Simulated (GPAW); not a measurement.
Write an ASE script for GPAW 26.7.0 that does the following.

```yaml
Task: single point
Functional: PBE
Potentials_or_basis: GPAW PAW data sets (gpaw-data 1.2.1)
Cutoff: 800 eV
Basis: pw
k_mesh: 11 × 11 × 11
Occupations: gaussian, width 0.024 eV
Spin: collinear spin, ferromagnetic start
Starting_moments: "[3.0, 0.0] μB"
Maxiter: 150
```

The structure of FeO (Wuestite) lies in FeO.xyz:

```xyz
2
Lattice="0.0000000000 2.1554000000 2.1554000000 2.1554000000 0.0000000000 2.1554000000 2.1554000000 2.1554000000 0.0000000000" Properties=species:S:1:pos:R:3 pbc="T T T"
Fe     0.0000000000      0.0000000000      0.0000000000
O      2.1554000000      2.1554000000      2.1554000000
```

One way to write it, as run:

run.py

```python
from ase.dft.bandgap import bandgap
from ase.io import read, write
from ase.units import Bohr, GPa
from gpaw import GPAW, PW
from gpaw.elf import elf_from_dft_calculation

atoms = read('FeO.xyz')
atoms.set_initial_magnetic_moments([3.0, 0.0])

calc = GPAW(mode=PW(800),
            xc='PBE',
            kpts={'size': (11, 11, 11), 'gamma': True},
            occupations={'name': 'methfessel-paxton', 'order': 0, 'width': 0.024},
            nbands=17,
            convergence={'density': 1e-05, 'energy': 1e-05},
            maxiter=150,
            txt='gpaw.txt')
atoms.calc = calc
energy = atoms.get_potential_energy()
forces = atoms.get_forces()
stress = atoms.get_stress()
calc.write('gs.gpw')
write('result.traj', atoms)
print(f'Energy: {energy:.6f} eV')
print('Forces (eV/A):')
print(forces.round(4))
print('Stress (GPa):', (stress / GPa).round(3))
print('Moments:', calc.get_magnetic_moments().round(3))
print('Fermi level:', round(calc.get_fermi_level(), 4), 'eV')
print(f'Gap: {bandgap(calc)[0]:.4f} eV, direct: {bandgap(calc, direct=True)[0]:.4f} eV')

# fields on the real-space grid
write('density.cube', atoms, data=calc.get_pseudo_density() * Bohr**3)
write('potential.cube', atoms, data=calc.get_electrostatic_potential())
write('spin.cube', atoms, data=(calc.get_pseudo_density(spin=0) - calc.get_pseudo_density(spin=1)) * Bohr**3)
write('elf.cube', atoms, data=elf_from_dft_calculation(calc).data)
```

Potentials or basis: GPAW PAW data sets (gpaw-data 1.2.1), pw.

Launch:

```console
$ OMP_NUM_THREADS=1 python run.py
```

Results of the run:

```json
{
 "Pressure": "0.8 GPa",
 "Band gap on the k mesh": "none (metal or under the smearing width)",
 "Net moment": "4.00 μB per cell",
 "Site moments": "Fe +3.55; O +0.24 μB"
}
```

Caveat: a cell with one magnetic atom can't hold antiferromagnetic order, which such compounds often take; semilocal functionals often make such compounds metallic where correlation or magnetic order opens a gap, which also shifts bond lengths.

Wall time 23 s on 1 thread of Intel(R) Xeon(R) Platinum 8375C CPU @ 2.90GHz (Ice Lake), on a shared host, peak memory 0.19 GiB.
